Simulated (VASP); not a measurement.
A run of VASP 6.6.1:

POSCAR

```
MgO
1.0
    2.6234346196      0.0000000000      0.0000000000
    0.0000000000      2.6234346196      0.0000000000
    0.0000000000      0.0000000000      2.6234346196
Mg O
1 1
Direct
    0.0000000000      0.0000000000      0.0000000000
    0.5000000000      0.5000000000      0.5000000000
```

INCAR.step1

```
PREC     = Accurate       # precision mode
ENCUT    = 520            # plane-wave cutoff, eV
ISMEAR   = 0              # smearing method
SIGMA    = 0.01           # smearing width, eV
LREAL    = False          # projectors in reciprocal space
LASPH    = True           # aspherical terms in the spheres
NELM     = 60             # most SCF steps
NBANDS   = 11             # bands
GGA      = PE             # functional
ALGO     = Normal         # electronic algorithm
EDIFF    = 1E-4           # SCF threshold, eV
LWAVE    = True           # write WAVECAR
LCHARG   = False          # write CHGCAR
```

Contents of INCAR.step2:

```
PREC     = Accurate       # precision mode
ENCUT    = 520            # plane-wave cutoff, eV
EDIFF    = 1E-6           # SCF threshold, eV
ISMEAR   = 0              # smearing method
SIGMA    = 0.01           # smearing width, eV
LREAL    = False          # projectors in reciprocal space
LASPH    = True           # aspherical terms in the spheres
NELM     = 60             # most SCF steps
ALGO     = Normal         # electronic algorithm
ISIF     = 2              # what is computed and relaxed
LWAVE    = False          # write WAVECAR
LCHARG   = True           # write CHGCAR
METAGGA  = R2SCAN         # meta-GGA
LMIXTAU  = True         
LELF     = True           # ELF
LVHAR    = True         
NBANDS   = 11             # bands
ISTART   = 1
```

Contents of KPOINTS:

```
Automatic mesh
0
Gamma
  10 10 10
```

Potentials or basis: VASP PAW PBE potentials, release 64 (Mg, O).

Launch:

```sh
$ cat potpaw_PBE.64/Mg/POTCAR potpaw_PBE.64/O/POTCAR > POTCAR
$ cp INCAR.step1 INCAR
$ mpirun -np 1 vasp_std > vasp.out
$ cp INCAR.step2 INCAR
$ mpirun -np 1 vasp_std > vasp.out
```

Hardware: 1 thread of Intel(R) Xeon(R) Platinum 8559C (Emerald Rapids) (shared host).

Task: Estimate the wall time of this run.

Result: Run time: 23 s on 1 thread of Intel(R) Xeon(R) Platinum 8559C (Emerald Rapids), with other jobs on the host, peak memory 0.13 GiB. Counts: scf iterations 8, k points 56.
